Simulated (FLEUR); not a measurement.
Runs of FLEUR MaX-R8.1 (later development tree) on TiB2. The structure is hexagonal, space group P6/mmm (No. 191). The conventional cell has a = 3.029 Å, b = 3.029 Å, c = 3.228 Å, α = 90.00°, β = 90.00°, γ = 120.00°. Ti (site symmetry 6/mmm) has 12 B at 2.38 Å as nearest neighbours. Around B (site symmetry -6m2) lie 3 B at 1.75 Å. 

```tsv
task	level	k mesh	gmax	muffin-tin radii	max iterations	mixing factor	mixer	kmax	mesh quality	gap on the mesh (eV)	V0 of scaled cells (Å³/atom)	B0 (GPa)
equation of state	PBEsol	10 × 10 × 8	15.1 1/bohr	Ti 2.56, B 1.48 bohr	-	-	-	4.86 1/bohr	not flagged	-	(a)	267
single point	HSE06	4 × 4 × 3	14.6 1/bohr	Ti 2.64, B 1.53 bohr	30	0.05	Anderson	4.71 1/bohr	coarse	none	-	-
single point	PBE	4 × 4 × 3	14.6 1/bohr	Ti 2.64, B 1.53 bohr	60	0.05	Anderson	4.71 1/bohr	coarse	none	-	-
equation of state	PBE	10 × 10 × 8	15.1 1/bohr	Ti 2.56, B 1.48 bohr	-	-	-	4.86 1/bohr	not flagged	-	8.56	255
single point	PBEsol	10 × 10 × 8	15.1 1/bohr	Ti 2.56, B 1.48 bohr	60	0.05	Anderson	4.86 1/bohr	not flagged	none	-	-
```

Alike in all rows: potentials or basis all-electron, FLAPW; no spin polarisation; cell as given; smearing fermi-dirac 0.05 eV.

Estimate the missing entries.

(a) 8.38.

Caveats: some runs use coarse meshes; the cell was scaled at fixed shape and fractional positions, which overstates the stiffness of a crystal with free parameters, most of all of layers and chains (some runs); core states are solved in the semilocal potential (some runs).

A k mesh can miss the band edges.

A gap of «none» marks a metal or a gap under the smearing width.

Not every run made on this cell is shown here.
